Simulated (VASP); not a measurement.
Here is a VASP 6.6.1 calculation.

Contents of INCAR:

```
  ALGO = Normal
  EDIFF = 1E-7
  EDIFFG = -0.01
  ENCUT = 600
  GGA = PE
  IBRION = 2
  ISIF = 3
  ISMEAR = -1
  LASPH = T
  LCHARG = F
  LREAL = F
  LWAVE = F
  NELM = 100
  NSW = 60
  PREC = Accurate
  PSTRESS = 50
  SIGMA = 0.05
```

KPOINTS

```
k-points
0
Gamma
  3 3 3
```

Contents of POSCAR:

```
Cs2AgBiBr6
1.0
    0.0000000000      5.6161000000      5.6161000000
    5.6161000000      0.0000000000      5.6161000000
    5.6161000000      5.6161000000      0.0000000000
Bi Cs Ag Br
1 2 1 6
Direct
    0.0000000000      0.0000000000      0.0000000000
    0.7500000000      0.7500000000      0.7500000000
    0.2500000000      0.2500000000      0.2500000000
    0.5000000000      0.5000000000      0.5000000000
    0.7494500000      0.7494500000      0.2505500000
    0.2505500000      0.2505500000      0.7494500000
    0.7494500000      0.2505500000      0.2505500000
    0.7494500000      0.2505500000      0.7494500000
    0.2505500000      0.7494500000      0.7494500000
    0.2505500000      0.7494500000      0.2505500000
```

Potentials or basis: VASP PAW PBE potentials, release 64 (Bi_d, Cs_sv, Ag, Br).

Command:

```console
$ cat potpaw_PBE.64/Bi_d/POTCAR potpaw_PBE.64/Cs_sv/POTCAR potpaw_PBE.64/Ag/POTCAR potpaw_PBE.64/Br/POTCAR > POTCAR
$ mpirun -np 1 vasp_std > vasp.out
```

(1) Predict the space group after relaxing (to 0.05 Å).

(2) What does it give for the relaxed volume?

(3) Estimate the band gap on the k mesh.

Answers

(1) Fm-3m (No. 225).

(2) 32.34 Å³/atom.

(3) 1.79 eV, indirect (least direct gap 2.54 eV).

Caveat: the cell is relaxed towards a set pressure, so the enthalpy falls and the energy may rise; spin-orbit coupling is left out, which as a rule narrows the gap of such compounds by several tenths of an eV; an odd mesh through Γ misses points on the zone boundary, where band edges often lie.
